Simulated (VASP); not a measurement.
# Te (P3_121) in VASP: a series of runs

One crystal, Te, is run at these levels: PBE; tasks: relaxation of cell and atoms.

Program: VASP 6.6.1. These are calculated values, not measurements. Logs are shortened: lines on timing, memory, paths and dates and some standing lists are left out, and cuts for length are marked.

## Step 1: Starting point

Symmetry: P3_121, No. 152, trigonal system. Conventional cell: a = 4.454 Å, b = 4.454 Å, c = 5.924 Å, α = 90.00°, β = 90.00°, γ = 120.00°. Te (site symmetry 2) has 2 Te at 2.86 Å as nearest neighbours.

## Step 2: Relaxation of cell and atoms, PBE

INCAR

```
SYSTEM = Te
PREC = Accurate
ENCUT = 600
EDIFF = 1E-6
ISMEAR = 0
SIGMA = 0.03
LREAL = .FALSE.
LASPH = .TRUE.
NELM = 80
ALGO = Normal
ISIF = 3
LWAVE = .FALSE.
LCHARG = .FALSE.
GGA = PE
IBRION = 2
NSW = 90
EDIFFG = -0.01
```

KPOINTS

```
Automatic mesh
0
G
  9 9 6
  0 0 0
```

POSCAR

```
Te
1.0
    4.4540000000      0.0000000000      0.0000000000
   -2.2270000000      3.8572771485      0.0000000000
    0.0000000000      0.0000000000      5.9240000000
Te
3
Direct
    0.2690000000      0.0000000000      0.3333333333
    0.0000000000      0.2690000000      0.6666666667
    0.7310000000      0.7310000000      0.0000000000
```

Potentials or basis: VASP PAW PBE potentials, release 64 (Te).

Launch:

```bash
> cat potpaw_PBE.64/Te/POTCAR > POTCAR
> mpirun -np 1 vasp_std > vasp.out
```

OUTCAR:

```text
SYSTEM = Te
   PREC = Accurate
   ENCUT = 600
   EDIFF = 1E-6
   ISMEAR = 0
   LREAL = .FALSE.
   LASPH = .TRUE.
   NELM = 80
   ISIF = 3
   GGA = PE
   IBRION = 2
   NSW = 90
   EDIFFG = -0.01

 ion  position               nearest neighbor table
   1  0.269  0.000  0.333-   3 2.86   2 2.86   3 3.47   3 3.47   2 3.47   2 3.47
   2  0.000  0.269  0.667-   3 2.86   1 2.86   3 3.47   3 3.47   1 3.47   1 3.47
   3  0.731  0.731  0.000-   1 2.86   2 2.86   1 3.47   2 3.47   2 3.47   1 3.47

  LATTYP: Found a hexagonal cell.
 ALAT       =     4.4540000000
 C/A-ratio  =     1.3300404131

  Lattice vectors:

 A1 = (   4.4540000000,   0.0000000000,   0.0000000000)
 A2 = (  -2.2270000000,   3.8572771485,   0.0000000000)
 A3 = (   0.0000000000,   0.0000000000,   5.9240000000)

Analysis of symmetry for initial positions (statically):
=====================================================================
 Subroutine PRICEL returns:
 Original cell was already a primitive cell.

 Routine SETGRP: Setting up the symmetry group for a
 hexagonal supercell.

 Subroutine GETGRP returns: Found  6 space group operations
 (whereof  2 operations were pure point group operations)
 out of a pool of 24 trial point group operations.

The static configuration has the point symmetry C_2 .
 The point group associated with its full space group is D_3 .

Analysis of symmetry for dynamics (positions and initial velocities):
=====================================================================
 Subroutine PRICEL returns:
 Original cell was already a primitive cell.

 Routine SETGRP: Setting up the symmetry group for a
 hexagonal supercell.

 Subroutine GETGRP returns: Found  6 space group operations
 (whereof  2 operations were pure point group operations)
 out of a pool of 24 trial point group operations.

The dynamic configuration has the point symmetry C_2 .
 The point group associated with its full space group is D_3 .

 Subroutine INISYM returns: Found  6 space group operations
 (whereof  2 operations are pure point group operations),
 and found     1 'primitive' translations

----------------------------------------------------------------------------------------

                                     Primitive cell

  volume of cell :     101.7762

  direct lattice vectors                    reciprocal lattice vectors
     4.454000000  0.000000000  0.000000000     0.224517288  0.129625117  0.000000000
    -2.227000000  3.857277149  0.000000000     0.000000000  0.259250233  0.000000000
     0.000000000  0.000000000  5.924000000     0.000000000  0.000000000  0.168804862

  length of vectors
     4.454000000  4.454000000  5.924000000     0.259250233  0.259250233  0.168804862

  position of ions in fractional coordinates (direct lattice)
     0.269000000  0.000000000  0.333333333
     0.000000000  0.269000000  0.666666667
     0.731000000  0.731000000  0.000000000

  ion indices of the primitive-cell ions
   primitive index   ion index
                 1           1
                 2           2
                 3           3

----------------------------------------------------------------------------------------

 KPOINTS: Automatic mesh

Automatic generation of k-mesh.
 Grid dimensions read from file:
 generate k-points for:    9    9    6

 Generating k-lattice:

  Cartesian coordinates                     Fractional coordinates (reciprocal lattice)
     0.024946365  0.014402791  0.000000000     0.111111111  0.000000000  0.000000000
     0.000000000  0.028805581  0.000000000     0.000000000  0.111111111  0.000000000
     0.000000000  0.000000000  0.028134144     0.000000000  0.000000000  0.166666667

  Length of vectors
     0.028805581  0.028805581  0.028134144

  Shift w.r.t. Gamma in fractional coordinates (k-lattice)
     0.000000000  0.000000000  0.000000000

 Subroutine IBZKPT returns following result:
 ===========================================

 Found     62 irreducible k-points:

 Following reciprocal coordinates:
            Coordinates               Weight
  0.000000  0.000000  0.000000      1.000000
  0.111111  0.000000  0.000000      6.000000
  0.222222 -0.000000  0.000000      6.000000
  0.333333  0.000000  0.000000      6.000000
  0.444444 -0.000000  0.000000      6.000000
  0.111111  0.111111  0.000000      6.000000
[... 16 lines left out ...]
  0.222222  0.111111  0.166667     12.000000
 -0.111111  0.333333  0.166667     12.000000
 [... further k-points ...]
   k-points           NKPTS =     62   k-points in BZ     NKDIM =     62   number of bands    NBANDS=     13
   number of dos      NEDOS =    301   number of ions     NIONS =      3
   total plane-waves  NPLWV =  62208
   dimension x,y,z NGX =    36 NGY =   36 NGZ =   48
   dimension x,y,z NGXF=    72 NGYF=   72 NGZF=   96
   ions per type =               3
   NGX,Y,Z   is equivalent  to a cutoff of  13.44, 13.44, 13.47 a.u.
   NGXF,Y,Z  is equivalent  to a cutoff of  26.87, 26.87, 26.94 a.u.
 SYSTEM =  Te
   PREC   = accura    normal or accurate (medium, high low for compatibility)
   ISTART =      0    job   : 0-new  1-cont  2-samecut
   ICHARG =      2    charge: 1-file 2-atom 10-const
   ISPIN  =      1    spin polarized calculation?
   LNONCOLLINEAR =      F non collinear calculations
   LSORBIT =      F    spin-orbit coupling
   LASPH  =      T    aspherical Exc in radial PAW
   ENCUT  =  600.0 eV  44.10 Ry    6.64 a.u.   8.90  8.90 11.83*2*pi/ulx,y,z
   NELM   =     80;   NELMIN=  2; NELMDL= -5     # of ELM steps
   EDIFF  = 0.1E-05   stopping-criterion for ELM
   LREAL  =      F    real-space projection
   EDIFFG = -.1E-01   stopping-criterion for IOM
   NSW    =     90    number of steps for IOM
   IBRION =      2    ionic relax: 0-MD 1-quasi-New 2-CG
   NFREE  =      1    steps in history (QN), initial steepest desc. (CG)
   ISIF   =      3    stress and relaxation
   ISYM   =      2    0-nonsym 1-usesym 2-fastsym
   POTIM  = 0.5000    time-step for ionic-motion
   TEBEG  =    0.0;   TEEND  =   0.0 temperature during run
   PSTRESS=    0.0 pullay stress
   NELECT =      18.0000    total number of electrons
   NUPDOWN=      -1.0000    fix difference up-down
   EMIN   =  10.00;   EMAX   =-10.00  energy-range for DOS
   EFERMI =   0.00;   METHOD = LEGACY
   ISMEAR =     0;   SIGMA  =   0.03  broadening in eV -4-tet -1-fermi 0-gaus
   EFERMI_NEDOS =   21; number of points for ismear=-14 and -15
   IALGO  =     38    algorithm
   IMIX   =      4    mixing-type and parameters
     AMIX     =   0.40;   BMIX     =  1.00
     AMIX_MAG =   1.60;   BMIX_MAG =  1.00
  volume/ion in A,a.u.               =      33.93       228.94
  Fermi-wavevector in a.u.,A,eV,Ry     =   0.918933  1.736531 11.489263  0.844437
  Thomas-Fermi vector in A             =   2.044070
   LORBIT       =      0    0 simple, 1 ext, 2 COOP (PROOUT), +10 PAW based schemes
   GGA     = PE    functional components
   LHFCALC =     F    Hartree Fock is set to
   AEXX    =    0.0000 exact exchange contribution
   IVDW    =     0    specifies the selected vdW correction
   LEPSILON=     F    determine dielectric tensor
   LRPA    =     F    only Hartree local field effects (RPA)
 conjugate gradient relaxation of ions
 non-spin polarized calculation
 Gauss-broadening in eV      SIGMA  =   0.03
  energy-cutoff  :      600.00
  volume of cell :      101.78
 maximum number of plane-waves:      3426
   NGX = 17   NGY = 17   NGZ = 23

--------------------------------------- Ionic step        1  -------------------------------------------

 number of electron      17.9999999 magnetization

 Free energy of the ion-electron system (eV)
  ---------------------------------------------------
  ext. energy  EPLUGINS =         0.00000000
  ---------------------------------------------------
  free energy    TOTEN  =        -9.41753413 eV

  energy without entropy =       -9.41753406  energy(sigma->0) =       -9.41753410

------------------------ aborting loop because EDIFF is reached ----------------------------------------

  FORCE on cell =-STRESS in cart. coord.  units (eV):
  Direction    XX          YY          ZZ          XY          YZ          ZX
  --------------------------------------------------------------------------------------
  -------------------------------------------------------------------------------------
  Total        0.8289475      0.8289475      1.1036823      0.0000000      0.0000000     -0.0000000
  in kB       13.0494283     13.0494283     17.3743500      0.0000000      0.0000000     -0.0000000
  external PRESSURE =      14.4910689 kB  Pullay stress =       0.0000000 kB
[... 244 lines left out ...]
  energy  without entropy=       -9.4313677192  energy(sigma->0) =       -9.43136772

--------------------------------------- Ionic step        8  -------------------------------------------

 number of electron      17.9999999 magnetization

 Free energy of the ion-electron system (eV)
  ---------------------------------------------------
  ext. energy  EPLUGINS =         0.00000000
  ---------------------------------------------------
  free energy    TOTEN  =        -9.43141583 eV

  energy without entropy =       -9.43141583  energy(sigma->0) =       -9.43141583

 E-fermi :   5.6407     XC(G=0):  -8.9271

 val. band max:        5.5336265661   @ k =   0.3333   0.3333   0.5000
 cond. band min:       5.7449730490   @ k =   0.3333   0.3333   0.5000
 fundamental gap:      0.2113464829
 Fermi energy:         5.6407313869

 k-point     1 :       0.0000    0.0000    0.0000
  band No.  band energies     occupation
      1      -7.8352      2.00000
      2      -4.6713      2.00000
      3      -4.6713      2.00000
      4       2.5685      2.00000
      5       2.8323      2.00000
      6       2.8323      2.00000
      7       3.9233      2.00000
      8       3.9233      2.00000
      9       4.7281      2.00000
     10       6.5306      0.00000
     11       6.5306      0.00000
     12       7.0869      0.00000
     13      10.5855      0.00000
[... 353 lines left out ...]
 k-point    24 :      -0.1111    0.3333    0.1667
  band No.  band energies     occupation
      1      -7.2315      2.00000
      2      -5.4504      2.00000
      3      -4.1380      2.00000
      4       0.9202      2.00000
      5       1.4548      2.00000
      6       2.3357      2.00000
      7       3.7125      2.00000
      8       4.4175      2.00000
      9       4.9844      2.00000
     10       6.3763      0.00000
     11       6.9194      0.00000
     12       7.2975      0.00000
     13       9.3890      0.00000

 [... further k-points ...]

------------------------ aborting loop because EDIFF is reached ----------------------------------------

  FORCE on cell =-STRESS in cart. coord.  units (eV):
  Direction    XX          YY          ZZ          XY          YZ          ZX
  --------------------------------------------------------------------------------------
  -------------------------------------------------------------------------------------
  Total       -0.0110804     -0.0110804     -0.0210271      0.0000000     -0.0000000      0.0000000
  in kB       -0.1687625     -0.1687625     -0.3202572      0.0000000     -0.0000000      0.0000000
  external PRESSURE =      -0.2192607 kB  Pullay stress =       0.0000000 kB
[... 18 lines left out ...]
  FREE ENERGIE OF THE ION-ELECTRON SYSTEM (eV)
  ---------------------------------------------------
  free  energy   TOTEN  =        -9.4314158305 eV

  energy  without entropy=       -9.4314158297  energy(sigma->0) =       -9.43141583

 reached required accuracy - stopping structural energy minimisation
```

It took 2.2 min on 1 thread of Intel Xeon 6975P-C (Granite Rapids), shared host; peak memory 0.29 GiB.

Results:

- Free energy: -9.4314 eV
- Relaxed volume: 35.06 Å³/atom
- Relaxed cell: a = 4.516 Å, b = 4.516 Å, c = 5.956 Å, α = 90.00°, β = 90.00°, γ = 120.00°
- Space group after relaxing (to 0.05 Å): P3_121 (No. 152)
- Energy gained by relaxing: 4.6 meV/atom
- Ionic steps: 8
- Pressure after relaxing: 0.0 GPa
- Largest force after relaxing: 0.007 eV/Å
- Band gap on the k mesh: 0.21 eV, direct

Forces in eV/Å, atoms in the order of the input:
```
Te  -0.007  0.000  0.000
Te   0.004 -0.006  0.000
Te   0.004  0.006  0.000
```

The path:
```tsv
step	energy change (eV)	largest force (eV/Å)	pressure (GPa)	volume (Å³)
1	0.0000	0.1622	1.45	101.78
2	-0.0076	0.1035	-0.84	106.36
3	-0.0133	0.0036	0.02	104.50
4	-0.0135	0.0052	0.02	104.57
5	-0.0138	0.0102	0.02	104.79
6	-0.0138	0.0115	0.01	104.86
7	-0.0138	0.0104	0.00	104.94
8	-0.0139	0.0071	-0.02	105.19
```

Final structure:
```cif
data_structure
_symmetry_space_group_name_H-M 'P 1'
_symmetry_Int_Tables_number 1
_cell_length_a 4.5159
_cell_length_b 4.5159
_cell_length_c 5.9563
_cell_angle_alpha 90.000
_cell_angle_beta 90.000
_cell_angle_gamma 120.000
_cell_volume 105.19
loop_
_atom_site_label
_atom_site_type_symbol
_atom_site_fract_x
_atom_site_fract_y
_atom_site_fract_z
_atom_site_occupancy
Te1 Te 0.26909 0.00000 0.33333 1
Te2 Te 0.00000 0.26909 0.66667 1
Te3 Te 0.73091 0.73091 0.00000 1
```

Caveat: spin-orbit coupling is left out, which moves the levels of the heavy elements; an odd mesh through Γ misses points on the zone boundary, where band edges often lie. PBE usually gives volumes a little too large and moduli too small.

## Step 3: Relaxation of cell and atoms, PBE

This run uses another cell than the first one, of 35.06 Å³/atom, 1.034 times its volume.

INCAR: that of step 2 with these lines changed.

```diff
@@ -3,3 +3,3 @@
 ENCUT = 600
-EDIFF = 1E-6
+EDIFF = 1E-7
 ISMEAR = 0
@@ -16,2 +16,2 @@
 NSW = 90
-EDIFFG = -0.01
+EDIFFG = -0.005
```

KPOINTS is that of step 2.

POSCAR

```
Te                                      
1.0
    4.5158684470     -0.0000000000     -0.0000000000
   -2.2579342235      3.9108567953      0.0000000000
   -0.0000000000      0.0000000000      5.9563095909
  Te            
     3
Direct
     0.2690890889641229    0.0000000000000000    0.3333333332999970
     0.0000000000000001    0.2690890889641231    0.6666666667000030
     0.7309109110358769    0.7309109110358768    0.0000000000000000
```

Potentials or basis: VASP PAW PBE potentials, release 64 (Te).

Launch:

```bash
> cat potpaw_PBE.64/Te/POTCAR > POTCAR
> mpirun -np 1 vasp_std > vasp.out
```

OUTCAR:

```text
SYSTEM = Te
   PREC = Accurate
   ENCUT = 600
   EDIFF = 1E-7
   ISMEAR = 0
   LREAL = .FALSE.
   LASPH = .TRUE.
   NELM = 80
   ISIF = 3
   GGA = PE
   IBRION = 2
   NSW = 90
   EDIFFG = -0.005

 ion  position               nearest neighbor table
   1  0.269  0.000  0.333-   3 2.89   2 2.89   3 3.51   3 3.51   2 3.51   2 3.51
   2  0.000  0.269  0.667-   3 2.89   1 2.89   3 3.51   3 3.51   1 3.51   1 3.51
   3  0.731  0.731  0.000-   1 2.89   2 2.89   1 3.51   2 3.51   2 3.51   1 3.51

  LATTYP: Found a hexagonal cell.
 ALAT       =     4.5158684470
 C/A-ratio  =     1.3189732298

  Lattice vectors:

 A1 = (   4.5158684470,   0.0000000000,   0.0000000000)
 A2 = (  -2.2579342235,   3.9108567953,   0.0000000000)
 A3 = (   0.0000000000,   0.0000000000,   5.9563095909)

Analysis of symmetry for initial positions (statically):
=====================================================================
 Subroutine PRICEL returns:
 Original cell was already a primitive cell.

 Routine SETGRP: Setting up the symmetry group for a
 hexagonal supercell.

 Subroutine GETGRP returns: Found  6 space group operations
 (whereof  2 operations were pure point group operations)
 out of a pool of 24 trial point group operations.

The static configuration has the point symmetry C_2 .
 The point group associated with its full space group is D_3 .

Analysis of symmetry for dynamics (positions and initial velocities):
[... 240 lines left out ...]
 Free energy of the ion-electron system (eV)
  ---------------------------------------------------
  ext. energy  EPLUGINS =         0.00000000
  ---------------------------------------------------
  free energy    TOTEN  =        -9.43154722 eV

  energy without entropy =       -9.43154722  energy(sigma->0) =       -9.43154722

 E-fermi :   5.6517     XC(G=0):  -8.9302

 val. band max:        5.5444119748   @ k =   0.3333   0.3333   0.5000
 cond. band min:       5.7562029004   @ k =   0.3333   0.3333   0.5000
 fundamental gap:      0.2117909256
 Fermi energy:         5.6516782280

 k-point     1 :       0.0000    0.0000    0.0000
  band No.  band energies     occupation
      1      -7.8313      2.00000
      2      -4.6628      2.00000
      3      -4.6628      2.00000
      4       2.5749      2.00000
      5       2.8405      2.00000
      6       2.8405      2.00000
      7       3.9315      2.00000
      8       3.9315      2.00000
      9       4.7377      2.00000
     10       6.5420      0.00000
     11       6.5420      0.00000
     12       7.0982      0.00000
     13      10.5938      0.00000
[... 354 lines left out ...]
  band No.  band energies     occupation
      1      -7.2270      2.00000
      2      -5.4429      2.00000
      3      -4.1280      2.00000
      4       0.9255      2.00000
      5       1.4605      2.00000
      6       2.3426      2.00000
      7       3.7204      2.00000
      8       4.4263      2.00000
      9       4.9938      2.00000
     10       6.3880      0.00000
     11       6.9316      0.00000
     12       7.3098      0.00000
     13       9.3971      0.00000

 [... further k-points ...]

------------------------ aborting loop because EDIFF is reached ----------------------------------------

  FORCE on cell =-STRESS in cart. coord.  units (eV):
  Direction    XX          YY          ZZ          XY          YZ          ZX
  --------------------------------------------------------------------------------------
  -------------------------------------------------------------------------------------
  Total        0.0025655      0.0025655      0.0064036      0.0000000      0.0000000      0.0000000
  in kB        0.0391065      0.0391065      0.0976111      0.0000000      0.0000000      0.0000000
  external PRESSURE =       0.0586080 kB  Pullay stress =       0.0000000 kB
[... 18 lines left out ...]
  FREE ENERGIE OF THE ION-ELECTRON SYSTEM (eV)
  ---------------------------------------------------
  free  energy   TOTEN  =        -9.4315472224 eV

  energy  without entropy=       -9.4315472217  energy(sigma->0) =       -9.43154722

 reached required accuracy - stopping structural energy minimisation
```

CONTCAR:

```text
Te
   1.00000000000000
     4.5147944754095954   -0.0000000000000000    0.0000000000000000
    -2.2573972377047977    3.9099267086197318   -0.0000000000000000
     0.0000000000000000    0.0000000000000000    5.9542961355301776
  Te
     3
Direct
     0.2690373685639865    0.0000000000000000    0.3333333332999970
     0.0000000000000000    0.2690373685639865    0.6666666667000030
     0.7309626314360134    0.7309626314360134    1.0000000000000000

  0.00000000E+00  0.00000000E+00  0.00000000E+00
  0.00000000E+00  0.00000000E+00  0.00000000E+00
  0.00000000E+00  0.00000000E+00  0.00000000E+00
```

Wall time 61 s (1 thread of Intel Xeon 6975P-C (Granite Rapids), shared host); peak memory 0.29 GiB.

What came out:

| Item | Value |
| --- | --- |
| Free energy | -9.4315 eV |
| Relaxed volume | 35.04 Å³/atom |
| Relaxed cell | a = 4.515 Å, b = 4.515 Å, c = 5.954 Å, α = 90.00°, β = 90.00°, γ = 120.00° |
| Space group after relaxing (to 0.05 Å) | P3_121 (No. 152) |
| Energy gained by relaxing | 0.0 meV/atom |
| Ionic steps | 3 |
| Pressure after relaxing | 0.0 GPa |
| Band gap on the k mesh | 0.21 eV, direct |

Final structure:
```yaml
crystal:
  lattice:
    - [4.51479, 0.00000, 0.00000]
    - [-2.25740, 3.90993, 0.00000]
    - [0.00000, 0.00000, 5.95430]
  atoms:
    - { symbol: Te, position: [0.26904, 0.00000, 0.33333] }
    - { symbol: Te, position: [0.00000, 0.26904, 0.66667] }
    - { symbol: Te, position: [0.73096, 0.73096, 0.00000] }
```

Caveat: spin-orbit coupling is left out, which moves the levels of the heavy elements; an odd mesh through Γ misses points on the zone boundary, where band edges often lie.
